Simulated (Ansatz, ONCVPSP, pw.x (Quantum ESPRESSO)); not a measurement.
## What a changed setting does to a pw.x run (sc Rb)

Potential: optimised norm-conserving Vanderbilt (ONCV), ONCVPSP 4.0.1.1 (patched build), PBE; core [Ar] 3d10, reference 4s2 4p6 5s1; waves: 4s+5s: rc 2.85 bohr, ncon 5, nbas 8, qcut 4.9 1/bohr, 2 projectors; 4p: rc 2.55 bohr, ncon 4, nbas 9, qcut 6.2 1/bohr, 1 projector; d scattering state at 0.18 Ha: rc 2.25 bohr, ncon 3, nbas 6, qcut 4.8 1/bohr, 2 projectors, debl 2.7 Ha; local part: polynomial inside 2.10 bohr (lpopt 5, dvloc0 3 Ha); core correction: none.

The reference run (k-mesh 8³, cutoffs 35/140 Ry, Fermi–Dirac 0.01 Ry, mixing_beta 0.4, conv_thr 1e-9, no spin) gives 0.01 GPa at 99.500 Å³/atom, where all-electron LAPW gives -0.00 GPa. This run, with its own iteration cap, changes degauss to 0.02.

```
&control
  calculation='scf', prefix='x', pseudo_dir='./', outdir='./tmp', tstress=.true., disk_io='none'
/
&system
  ibrav=0, nat=1, ntyp=1, ecutwfc=35, ecutrho=140, nbnd=12,
  occupations='smearing', smearing='fd', degauss=0.02
/
&electrons
  conv_thr=1e-09, mixing_beta=0.4, electron_maxstep=60
/
ATOMIC_SPECIES
Rb 1.0 Rb.UPF
CELL_PARAMETERS angstrom
  4.63383992 0.00000000 0.00000000
  0.00000000 4.63383992 0.00000000
  0.00000000 0.00000000 4.63383992
ATOMIC_POSITIONS crystal
Rb 0.0000 0.0000 0.0000
K_POINTS automatic
8 8 8 0 0 0
```

```bash
pw.x < Rb.scf.in > Rb.scf.out
```

Question: How does the run end?

Answer: It converges in 6 iterations; the free energy moves by -82.2 meV/atom and the pressure by +0.04 GPa. In a metal, with Fermi–Dirac smearing, F lies below its zero-width value by a term in the square of the width.

```
Message from routine setup:
     using ibrav=0 with symmetry is DISCOURAGED, use correct ibrav instead
     lattice parameter (alat)  =       8.7567  a.u.
     unit-cell volume          =     671.4593 (a.u.)^3
     number of electrons       =         9.00
     number of Kohn-Sham states=           12
     kinetic-energy cutoff     =      35.0000  Ry
     charge density cutoff     =     140.0000  Ry
     scf convergence threshold =      1.0E-09
     Exchange-correlation= PBE
     number of k points=    35  Fermi-Dirac smearing, width (Ry)=  0.0200
     iteration #  1     ecut=    35.00 Ry     beta= 0.40
     total energy              =     -48.83904363 Ry
     estimated scf accuracy    <       0.00195053 Ry
     iteration #  2     ecut=    35.00 Ry     beta= 0.40
     total energy              =     -48.83906935 Ry
     estimated scf accuracy    <       0.00045309 Ry
     iteration #  3     ecut=    35.00 Ry     beta= 0.40
     total energy              =     -48.83911174 Ry
     estimated scf accuracy    <       0.00004270 Ry
     iteration #  4     ecut=    35.00 Ry     beta= 0.40
     total energy              =     -48.83911332 Ry
     estimated scf accuracy    <       0.00000017 Ry
     iteration #  5     ecut=    35.00 Ry     beta= 0.40
     total energy              =     -48.83911336 Ry
     estimated scf accuracy    <       0.00000002 Ry
     iteration #  6     ecut=    35.00 Ry     beta= 0.40
     the Fermi energy is     1.5511 ev
!    total energy              =     -48.83911336 Ry
     estimated scf accuracy    <          8.4E-10 Ry
     smearing contrib. (-TS)   =      -0.01626096 Ry
     The total energy is F=E-TS. E is the sum of the following terms:
     one-electron contribution =     -30.91083036 Ry
     hartree contribution      =      15.69403770 Ry
     xc contribution           =      -7.36085299 Ry
     ewald contribution        =     -26.24520675 Ry
     convergence has been achieved in   6 iterations
          total   stress  (Ry/bohr**3)                   (kbar)     P=        0.46
     Message from routine punch:
     Nothing written, as per user request (disk_io='none')
```

The run took about 17 s on one core of a shared host (Intel(R) Xeon(R) Platinum 8259CL CPU @ 2.50GHz, 48 threads, 374 GiB, load 140).
